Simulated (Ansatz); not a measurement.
A (111) slab of ZrN (Fm-3m (No. 225)), 11 planes, outer planes N (top) and N (bottom), with 11 atoms (Zr5N6) in a surface cell of A = 8.973 Å², as cut from the bulk:

```yaml
crystal:
  lattice:
    - [3.21888, 0.00000, 0.00000]
    - [-1.60944, 2.78763, 0.00000]
    - [0.00000, 0.00000, 28.14102]
  atoms:
    - { symbol: N, position: [0.33333, 0.66667, 0.26651] }
    - { symbol: Zr, position: [0.66667, 0.33333, 0.31321] }
    - { symbol: N, position: [0.00000, 0.00000, 0.35991] }
    - { symbol: Zr, position: [0.33333, 0.66667, 0.40661] }
    - { symbol: N, position: [0.66667, 0.33333, 0.45330] }
    - { symbol: Zr, position: [0.00000, 0.00000, 0.50000] }
    - { symbol: N, position: [0.33333, 0.66667, 0.54670] }
    - { symbol: Zr, position: [0.66667, 0.33333, 0.59339] }
    - { symbol: N, position: [0.00000, 0.00000, 0.64009] }
    - { symbol: Zr, position: [0.33333, 0.66667, 0.68679] }
    - { symbol: N, position: [0.66667, 0.33333, 0.73349] }
```

Level of theory: Ansatz 0.2.0, DFT PBEsol, scalar-relativistic, plane waves, PAW. Settings: cutoff 420 eV, Γ-centred mesh 12×12×1 on the computed 11-atom cell, Gaussian smearing of 0.10 eV; no spin polarisation. The cell repeats along c with a dipole correction in the vacuum.

The relaxed slab holds 5 formula units of ZrN and 1 further N. Against those formula units in the bulk and the further N in its standard state it lies 1.223 eV higher. The formation energy of ZrN from the standard states is -3.868 eV a formula unit (uncorrected, no zero-point or thermal terms).

Q: Over what range can the chemical potential of N vary, and what is the surface energy at both ends?

A: In contact with the bulk, μ(N) + μ(Zr) is fixed. With Δμ counted from the standard states, Δμ(N) ≤ 0 keeps elemental N from forming, and Δμ(Zr) ≤ 0 requires Δμ(N) ≥ ΔH = -3.868 eV. Other compounds of N and Zr can narrow this range. Then γ, the mean of both faces, = [1.223 eV − 1.00·Δμ(N)]/(2A). At the N-rich end (Δμ = 0): 1.223/(2 × 8.973) × 16.02 = 1.09 J/m². At the N-poor end: (1.223 + 3.868)/(2 × 8.973) × 16.02 = 4.54 J/m².

Q: How does its energy depend on growth conditions?

A: It carries an excess of N, so its energy falls by 0.89 J/m² for each eV that μ(N) rises: N-rich conditions lower it; whether it appears depends on the other terminations.

Spin polarisation was left out, and a magnetic state may lie lower.